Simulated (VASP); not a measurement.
# GaSb (F-43m) in VASP: further runs

Aim: see how the results for GaSb move with the level of theory and the settings. Levels: LDA, PBEsol, PBE, r2SCAN. Tasks: single point.

Everything below comes from runs of VASP 6.6.1. Logs are shortened: lines on timing, memory, paths and dates and some standing lists are left out, and cuts for length are marked.

**Measured values to compare with.**

A printed reference work, data compilation reports, for a bulk crystal of GaSb at 4.2 K: band gap 0.811 eV (direct).

How close the calculation comes is told below.

### 1 The cell of the first run

The structure is cubic, space group F-43m (No. 216). The conventional cell has a = 6.050 Å, b = 6.050 Å, c = 6.050 Å, α = 90.00°, β = 90.00°, γ = 90.00°. Ga (site symmetry -43m) has 4 Sb at 2.62 Å within 3.5 Å. Sb (site symmetry -43m) has 4 Ga at 2.62 Å within 3.5 Å.

### 2 Single point, LDA

INCAR

```
SYSTEM = GaSb
PREC = Accurate
ENCUT = 520
EDIFF = 1E-6
ISMEAR = -1
SIGMA = 0.02
LREAL = .FALSE.
LASPH = .TRUE.
NELM = 80
ALGO = Normal
ISIF = 2
LWAVE = .FALSE.
LCHARG = .FALSE.
GGA = CA
NBANDS = 16
```

KPOINTS

```
regular mesh
0
G
  6 6 6
  0 0 0
```

POSCAR

```
GaSb
1.0
    0.0000000000      3.0252249244      3.0252249244
    3.0252249244      0.0000000000      3.0252249244
    3.0252249244      3.0252249244      0.0000000000
Ga Sb
1 1
Direct
    0.0000000000      0.0000000000      0.0000000000
    0.2500000000      0.2500000000      0.2500000000
```

Potentials or basis: VASP PAW LDA potentials, release 64 (Ga_d, Sb).

Command:

```sh
cat potpaw_LDA.64/Ga_d/POTCAR potpaw_LDA.64/Sb/POTCAR > POTCAR
mpirun -np 1 vasp_std > vasp.out
```

OUTCAR:

```text
SYSTEM = GaSb
   PREC = Accurate
   ENCUT = 520
   EDIFF = 1E-6
   ISMEAR = -1
   LREAL = .FALSE.
   LASPH = .TRUE.
   NELM = 80
   ISIF = 2
   GGA = CA

 ion  position               nearest neighbor table
   1  0.000  0.000  0.000-   2 2.62   2 2.62   2 2.62   2 2.62
   2  0.250  0.250  0.250-   1 2.62   1 2.62   1 2.62   1 2.62

  LATTYP: Found a face centered cubic cell.
 ALAT       =     6.0504498488

  Lattice vectors:

 A1 = (   0.0000000000,   3.0252249244,   3.0252249244)
 A2 = (   3.0252249244,   0.0000000000,   3.0252249244)
 A3 = (   3.0252249244,   3.0252249244,   0.0000000000)

Analysis of symmetry for initial positions (statically):
=====================================================================
 Subroutine PRICEL returns:
 Original cell was already a primitive cell.

 Routine SETGRP: Setting up the symmetry group for a
 face centered cubic supercell.

 Subroutine GETGRP returns: Found 24 space group operations
 (whereof 24 operations were pure point group operations)
 out of a pool of 48 trial point group operations.

The static configuration has the point symmetry T_d .

Analysis of symmetry for dynamics (positions and initial velocities):
=====================================================================
 Subroutine PRICEL returns:
 Original cell was already a primitive cell.

 Routine SETGRP: Setting up the symmetry group for a
 face centered cubic supercell.

 Subroutine GETGRP returns: Found 24 space group operations
 (whereof 24 operations were pure point group operations)
 out of a pool of 48 trial point group operations.

The dynamic configuration has the point symmetry T_d .

 Subroutine INISYM returns: Found 24 space group operations
 (whereof 24 operations are pure point group operations),
 and found     1 'primitive' translations

----------------------------------------------------------------------------------------

                                     Primitive cell

  volume of cell :      55.3736

  direct lattice vectors                    reciprocal lattice vectors
     0.000000000  3.025224924  3.025224924    -0.165276967  0.165276967  0.165276967
     3.025224924  0.000000000  3.025224924     0.165276967 -0.165276967  0.165276967
     3.025224924  3.025224924  0.000000000     0.165276967  0.165276967 -0.165276967

  length of vectors
     4.278314117  4.278314117  4.278314117     0.286268104  0.286268104  0.286268104

  position of ions in fractional coordinates (direct lattice)
     0.000000000  0.000000000  0.000000000
     0.250000000  0.250000000  0.250000000

  ion indices of the primitive-cell ions
   primitive index   ion index
                 1           1
                 2           2

----------------------------------------------------------------------------------------

 KPOINTS: regular mesh

Automatic generation of k-mesh.
 Grid dimensions read from file:
 generate k-points for:    6    6    6

 Generating k-lattice:

  Cartesian coordinates                     Fractional coordinates (reciprocal lattice)
    -0.027546161  0.027546161  0.027546161     0.166666667  0.000000000  0.000000000
     0.027546161 -0.027546161  0.027546161     0.000000000  0.166666667  0.000000000
     0.027546161  0.027546161 -0.027546161     0.000000000  0.000000000  0.166666667

  Length of vectors
     0.047711351  0.047711351  0.047711351

  Shift w.r.t. Gamma in fractional coordinates (k-lattice)
     0.000000000  0.000000000  0.000000000

 Subroutine IBZKPT returns following result:
 ===========================================

 Found     16 irreducible k-points:

 Following reciprocal coordinates:
            Coordinates               Weight
  0.000000  0.000000  0.000000      1.000000
  0.166667  0.000000  0.000000      8.000000
  0.333333  0.000000  0.000000      8.000000
  0.500000  0.000000  0.000000      4.000000
  0.166667  0.166667  0.000000      6.000000
  0.333333  0.166667  0.000000     24.000000
[... 8 lines left out ...]
 -0.333333  0.333333  0.166667     24.000000
 -0.333333  0.500000  0.166667     12.000000
[... 43 lines left out ...]

 val. band max:        5.0370379470   @ k =   0.0000   0.0000   0.0000
 cond. band min:       5.1476850002   @ k =   0.0000   0.0000   0.0000
 fundamental gap:      0.1106470532
 Fermi energy:         5.1040735491

 k-point     1 :       0.0000    0.0000    0.0000
  band No.  band energies     occupation
      1     -10.1889      2.00000
      2     -10.1889      2.00000
      3     -10.1889      2.00000
      4     -10.1346      2.00000
      5     -10.1346      2.00000
      6      -6.7167      2.00000
[... 8 lines left out ...]
     15      13.6530      0.00000
     16      13.6530      0.00000

 k-point     2 :       0.1667    0.0000    0.0000
  band No.  band energies     occupation
      1     -10.1968      2.00000
      2     -10.1855      2.00000
      3     -10.1855      2.00000
      4     -10.1350      2.00000
      5     -10.1350      2.00000
      6      -6.4233      2.00000
[... 8 lines left out ...]
     15      12.6116      0.00000
     16      12.6116      0.00000

 k-point     3 :       0.3333    0.0000    0.0000
  band No.  band energies     occupation
      1     -10.2124      2.00000
      2     -10.1795      2.00000
      3     -10.1795      2.00000
      4     -10.1349      2.00000
      5     -10.1349      2.00000
      6      -5.6366      2.00000
[... 8 lines left out ...]
     15      13.1316      0.00000
     16      13.1316      0.00000

 k-point     4 :       0.5000    0.0000    0.0000
  band No.  band energies     occupation
      1     -10.2200      2.00000
      2     -10.1770      2.00000
      3     -10.1770      2.00000
      4     -10.1344      2.00000
      5     -10.1344      2.00000
      6      -5.0078      2.00000
[... 8 lines left out ...]
     15      14.9522      0.00000
     16      14.9522      0.00000
[... 172 lines left out ...]
 k-point    14 :       0.5000    0.3333    0.1667
  band No.  band energies     occupation
      1     -10.2250      2.00000
      2     -10.1727      2.00000
      3     -10.1696      2.00000
      4     -10.1408      2.00000
      5     -10.1332      2.00000
      6      -4.9616      2.00000
[... 8 lines left out ...]
     15      14.0688      0.00000
     16      16.0593      0.00000

 k-point    15 :      -0.3333    0.3333    0.1667
  band No.  band energies     occupation
      1     -10.2285      2.00000
      2     -10.1720      2.00000
      3     -10.1668      2.00000
      4     -10.1399      2.00000
      5     -10.1346      2.00000
      6      -4.3953      2.00000
[... 8 lines left out ...]
     15      15.5054      0.00000
     16      15.7305      0.00000

 k-point    16 :      -0.3333    0.5000    0.1667
  band No.  band energies     occupation
      1     -10.2336      2.00000
      2     -10.1678      2.00000
      3     -10.1631      2.00000
      4     -10.1435      2.00000
      5     -10.1330      2.00000
      6      -4.0928      2.00000
[... 8 lines left out ...]
     15      15.0820      0.00000
     16      16.3832      0.00000

------------------------ aborting loop because EDIFF is reached ----------------------------------------

  FORCE on cell =-STRESS in cart. coord.  units (eV):
  Direction    XX          YY          ZZ          XY          YZ          ZX
  --------------------------------------------------------------------------------------
  -------------------------------------------------------------------------------------
  Total        0.0404027      0.0404027      0.0404027     -0.0000000      0.0000000      0.0000000
  in kB        1.1690106      1.1690106      1.1690106     -0.0000000      0.0000000      0.0000000
  external PRESSURE =       1.1690106 kB  Pullay stress =       0.0000000 kB

 VOLUME and BASIS-vectors are now :
 -----------------------------------------------------------------------------
  energy-cutoff  :      520.00
  volume of cell :       55.37
      direct lattice vectors                 reciprocal lattice vectors
     0.000000000  3.025224924  3.025224924    -0.165276967  0.165276967  0.165276967
     3.025224924  0.000000000  3.025224924     0.165276967 -0.165276967  0.165276967
     3.025224924  3.025224924  0.000000000     0.165276967  0.165276967 -0.165276967

 POSITION                                       TOTAL-FORCE (eV/Angst)
 -----------------------------------------------------------------------------------
      0.00000      0.00000      0.00000         0.000000      0.000000      0.000000
      1.51261      1.51261      1.51261        -0.000000     -0.000000     -0.000000
 -----------------------------------------------------------------------------------
    total drift:                                0.000000      0.000000      0.000001

  FREE ENERGIE OF THE ION-ELECTRON SYSTEM (eV)
  ---------------------------------------------------
  free  energy   TOTEN  =        -8.6398903174 eV

  energy  without entropy=       -8.6397473700  energy(sigma->0) =       -8.63981884
```

Run time: 10 s. Hardware: 1 thread of Intel Xeon 8259CL, shared host; peak memory 0.16 GiB.

Results:

| Quantity | Value |
| --- | --- |
| Free energy | -8.6399 eV |
| Pressure | 0.1 GPa |
| Band gap on the k mesh | 0.11 eV |

Levels at points of the mesh, in eV from the valence-band top:
| k point | band 6 | band 7 | band 8 | band 9 | band 10 | band 11 | band 12 | band 13 |
| --- | --- | --- | --- | --- | --- | --- | --- | --- |
| (0.00, 0.00, 0.00) | -11.75 | 0.00 | 0.00 | 0.00 | 0.11 | 2.73 | 2.73 | 2.73 |
| (0.50, 0.00, 0.00) | -10.04 | -6.58 | -1.21 | -1.21 | 0.36 | 3.71 | 3.71 | 6.28 |
| (0.50, 0.50, 0.00) | -9.17 | -7.01 | -2.70 | -2.70 | 0.79 | 1.09 | 8.79 | 8.79 |

Caveat: spin-orbit coupling is left out, which moves the levels of the heavy elements.

### 3 Single point, PBEsol

This run uses another cell than the first one, of 28.58 Å³/atom.

INCAR

```
SYSTEM = GaSb
  ALGO = Normal
  EDIFF = 1E-6
  ENCUT = 520
  GGA = PS
  ISIF = 2
  ISMEAR = -1
  LASPH = .TRUE.
  LCHARG = .FALSE.
  LREAL = .FALSE.
  LWAVE = .FALSE.
  NBANDS = 16
  NELM = 60
  PREC = Accurate
  SIGMA = 0.02
```

KPOINTS

```
k-points
0
G
  6 6 6
  0 0 0
```

POSCAR

```
GaSb
1.0
    0.0000000000      3.0573633369      3.0573633369
    3.0573633369      0.0000000000      3.0573633369
    3.0573633369      3.0573633369      0.0000000000
Ga Sb
1 1
Direct
    0.0000000000      0.0000000000      0.0000000000
    0.2500000000      0.2500000000      0.2500000000
```

Potentials or basis: VASP PAW PBE potentials, release 64 (Ga_d, Sb).

Command:

```sh
cat potpaw_PBE.64/Ga_d/POTCAR potpaw_PBE.64/Sb/POTCAR > POTCAR
mpirun -np 1 vasp_std > vasp.out
```

It took 14 s on 1 thread of Intel Xeon 8259CL, shared host; peak memory 0.18 GiB.

Results (log left out):

```yaml
Free_energy: -8.1220 eV
Pressure: 0.1 GPa
Band_gap_on_the_k_mesh: zero (filled and empty bands touch)
```

Levels at points of the mesh, in eV from the Fermi level:
```csv
k point,band 6,band 7,band 8,band 9,band 10,band 11,band 12,band 13
"(0.00, 0.00, 0.00)",-11.54,-0.02,-0.02,-0.02,-0.02,2.73,2.73,2.73
"(0.50, 0.00, 0.00)",-9.90,-6.43,-1.18,-1.18,0.33,3.69,3.69,6.29
"(0.50, 0.50, 0.00)",-9.07,-6.87,-2.62,-2.62,0.81,1.13,8.65,8.65
```

Caveat: semilocal functionals underestimate gaps, so a narrow gap can read as zero; the PAW data sets were made with another functional, which shifts forces and pressure a little; spin-orbit coupling is left out, which moves the levels of the heavy elements.

### 4 Single point, PBE

This run uses another cell than the first one, of 30.08 Å³/atom.

INCAR

```
SYSTEM = GaSb
PREC = Accurate
ENCUT = 520
EDIFF = 1E-6
ISMEAR = -1
SIGMA = 0.02
LREAL = .False.
LASPH = .True.
NELM = 100
ALGO = Normal
ISIF = 2
LWAVE = .False.
LCHARG = .False.
GGA = PE
NBANDS = 16
```

KPOINTS

```
regular mesh
0
Gamma
  6 6 6
  0 0 0
```

POSCAR

```
GaSb
1.0
    0.0000000000      3.1099061810      3.1099061810
    3.1099061810      0.0000000000      3.1099061810
    3.1099061810      3.1099061810      0.0000000000
Ga Sb
1 1
Direct
    0.0000000000      0.0000000000      0.0000000000
    0.2500000000      0.2500000000      0.2500000000
```

Command:

```sh
cat potpaw_PBE.64/Ga_d/POTCAR potpaw_PBE.64/Sb/POTCAR > POTCAR
mpirun -np 1 vasp_std > vasp.out
```

It took 25 s on 1 thread of Intel Xeon 8259CL, shared host; peak memory 0.2 GiB.

It converged, with:

```
Free energy            : -7.3433 eV
Pressure               : 0.0 GPa
Band gap on the k mesh : zero (filled and empty bands touch)
```

Levels at points of the mesh, in eV from the Fermi level:
```csv
k point,band 5,band 6,band 7,band 8,band 9,band 10,band 11,band 12,band 13,band 14
"(0.00, 0.00, 0.00)",-14.92,-11.16,-0.32,-0.01,-0.01,-0.01,2.77,2.77,2.77,5.75
"(0.50, 0.00, 0.00)",-14.92,-9.66,-6.15,-1.09,-1.09,0.29,3.73,3.73,6.48,9.03
"(0.50, 0.50, 0.00)",-14.92,-8.90,-6.61,-2.42,-2.42,0.94,1.33,8.35,8.35,9.64
```

Caveat: semilocal functionals underestimate gaps, so a narrow gap can read as zero; spin-orbit coupling is left out, which moves the levels of the heavy elements.

### 5 Single point, r2SCAN

This run uses another cell than the first one, of 28.82 Å³/atom.

POSCAR

```
GaSb
1.0
    0.0000000000      3.0658848228      3.0658848228
    3.0658848228      0.0000000000      3.0658848228
    3.0658848228      3.0658848228      0.0000000000
Ga Sb
1 1
Direct
    0.0000000000      0.0000000000      0.0000000000
    0.2500000000      0.2500000000      0.2500000000
```

INCAR.step1

```
ALGO = Normal ; EDIFF = 1E-4
ENCUT = 520 ; GGA = PE
ISMEAR = -1 ; LASPH = T
LCHARG = F ; LREAL = F
LWAVE = T ; NBANDS = 16
NELM = 80 ; PREC = Accurate
SIGMA = 0.02
```

INCAR.step2

```
ALGO = Normal ; EDIFF = 1E-7
ENCUT = 520 ; ISIF = 2
ISMEAR = -1 ; ISTART = 1
LASPH = T ; LCHARG = F
LMIXTAU = T ; LREAL = F
LWAVE = F ; METAGGA = R2SCAN
NBANDS = 16 ; NELM = 80
PREC = Accurate ; SIGMA = 0.02
```

KPOINTS

```
k-points
0
Gamma
  6 6 6
```

Command:

```sh
cat potpaw_PBE.64/Ga_d/POTCAR potpaw_PBE.64/Sb/POTCAR > POTCAR
cp INCAR.step1 INCAR
mpirun -np 1 vasp_std > vasp.out
cp INCAR.step2 INCAR
mpirun -np 1 vasp_std > vasp.out
```

Run time: 82 s. Hardware: 1 thread of Intel Xeon 8259CL, shared host; peak memory 0.19 GiB.

The run converged. Its results:

```yaml
Free_energy: -37.5790 eV
Pressure: 0.1 GPa
Band_gap_on_the_k_mesh: 0.40 eV
```

Levels at points of the mesh, in eV from the valence-band top:
```
           k point  band 7  band 8  band 9  band 10  band 11  band 12
(0.00, 0.00, 0.00)    0.00    0.00    0.00     0.40     2.98     2.98
(0.50, 0.00, 0.00)   -6.55   -1.20   -1.20     0.67     4.01     4.01
(0.50, 0.50, 0.00)   -7.02   -2.67   -2.67     1.12     1.49     9.22
```

Caveat: the PAW data sets were made with another functional, which shifts forces and pressure a little; spin-orbit coupling is left out, which moves the levels of the heavy elements.

### 6 Single point, LDA

This run uses another cell than the first one, of 28.82 Å³/atom.

INCAR

```
SYSTEM = GaSb
ALGO = Normal
EDIFF = 1E-6
ENCUT = 520
GGA = CA
ISIF = 2
ISMEAR = -1
LASPH = .TRUE.
LCHARG = .FALSE.
LREAL = .FALSE.
LWAVE = .FALSE.
NBANDS = 16
NELM = 60
PREC = Accurate
SIGMA = 0.02
```

KPOINTS

```
k-points
0
G
  8 8 8
  0 0 0
```

POSCAR is that of step 5.

Potentials or basis: VASP PAW LDA potentials, release 64 (Ga_d, Sb).

Command:

```sh
cat potpaw_LDA.64/Ga_d/POTCAR potpaw_LDA.64/Sb/POTCAR > POTCAR
mpirun -np 1 vasp_std > vasp.out
```

It took 24 s on 1 thread of Intel Xeon 8259CL, shared host; peak memory 0.16 GiB.

Results (log left out):

* Free energy: -8.6539 eV
* Pressure: -1.9 GPa
* Band gap on the k mesh: zero (filled and empty bands touch)

Levels at points of the mesh, in eV from the Fermi level:
| k point | band 5 | band 6 | band 7 | band 8 | band 9 | band 10 | band 11 | band 12 | band 13 | band 14 |
| --- | --- | --- | --- | --- | --- | --- | --- | --- | --- | --- |
| (0.00, 0.00, 0.00) | -15.10 | -11.48 | -0.19 | -0.01 | -0.01 | -0.01 | 2.74 | 2.74 | 2.74 | 5.58 |
| (0.50, 0.00, 0.00) | -15.10 | -9.88 | -6.39 | -1.16 | -1.16 | 0.27 | 3.70 | 3.70 | 6.30 | 9.13 |
| (0.50, 0.50, 0.00) | -15.09 | -9.07 | -6.83 | -2.57 | -2.57 | 0.82 | 1.16 | 8.52 | 8.52 | 9.83 |

Caveat: semilocal functionals underestimate gaps, so a narrow gap can read as zero; spin-orbit coupling is left out, which moves the levels of the heavy elements.

### 7 The runs side by side

| level | potentials or basis | cell | k mesh | gap on the mesh (eV) | pressure (GPa) |
| --- | --- | --- | --- | --- | --- |
| LDA | VASP PAW LDA potentials, release 64 (Ga_d, Sb) | a = 4.278 Å, angles 60.0°, 2 atoms | 6 × 6 × 6 | 0.11 | 0.1 |
| PBEsol | VASP PAW PBE potentials, release 64 (Ga_d, Sb) | a = 4.324 Å, angles 60.0°, 2 atoms | 6 × 6 × 6 | none | 0.1 |
| PBE | VASP PAW PBE potentials, release 64 (Ga_d, Sb) | a = 4.398 Å, angles 60.0°, 2 atoms | 6 × 6 × 6 | none | 0.0 |
| r2SCAN | VASP PAW PBE potentials, release 64 (Ga_d, Sb) | a = 4.336 Å, angles 60.0°, 2 atoms | 6 × 6 × 6 | 0.40 | 0.1 |
| LDA | VASP PAW LDA potentials, release 64 (Ga_d, Sb) | a = 4.336 Å, angles 60.0°, 2 atoms | 8 × 8 × 8 | none | -1.9 |

Alike in all rows: task single point; no spin polarisation; cutoff (eV) 520; smearing fermi-dirac 0.02 eV.

Caveats: spin-orbit coupling is left out, which moves the levels of the heavy elements; semilocal functionals underestimate gaps, so a narrow gap can read as zero (at least some runs); the PAW data sets were made with another functional, which shifts forces and pressure a little (at least some runs).

Total energies depend on the potentials used, so only differences within one code and one set of settings carry meaning.

### 8 Against experiment

Step 2. Measured gap of GaSb: 0.811 eV (direct; 4.2 K; a printed reference work, data compilation). This calculation gives 0.11 eV (-0.70 eV). Spin-orbit coupling on Ga, Sb is left out. The value is that of LDA on a finite k mesh, which can miss the band edges, without temperature or zero-point motion. Semilocal functionals fall short of measured gaps as a rule.

Step 3. Measured gap of GaSb: 0.811 eV (direct; 4.2 K; a printed reference work, data compilation). This calculation gives 0.00 eV (-0.81 eV). Spin-orbit coupling on Ga, Sb is left out. The value is that of PBEsol on a finite k mesh, which can miss the band edges, without temperature or zero-point motion. Semilocal functionals fall short of measured gaps as a rule.

Step 4. A measured gap of GaSb is 0.811 eV (direct; 4.2 K; a printed reference work, data compilation); the calculated 0.00 eV misses it by -0.81 eV. Spin-orbit coupling on Ga, Sb is left out. The value is that of PBE on a finite k mesh, which can miss the band edges, without temperature or zero-point motion. Semilocal functionals fall short of measured gaps as a rule.

Step 5. Measured gap of GaSb: 0.811 eV (direct; 4.2 K; a printed reference work, data compilation). This calculation gives 0.40 eV (-0.41 eV). Spin-orbit coupling on Ga, Sb is left out. The value is that of r2SCAN on a finite k mesh, which can miss the band edges, without temperature or zero-point motion.
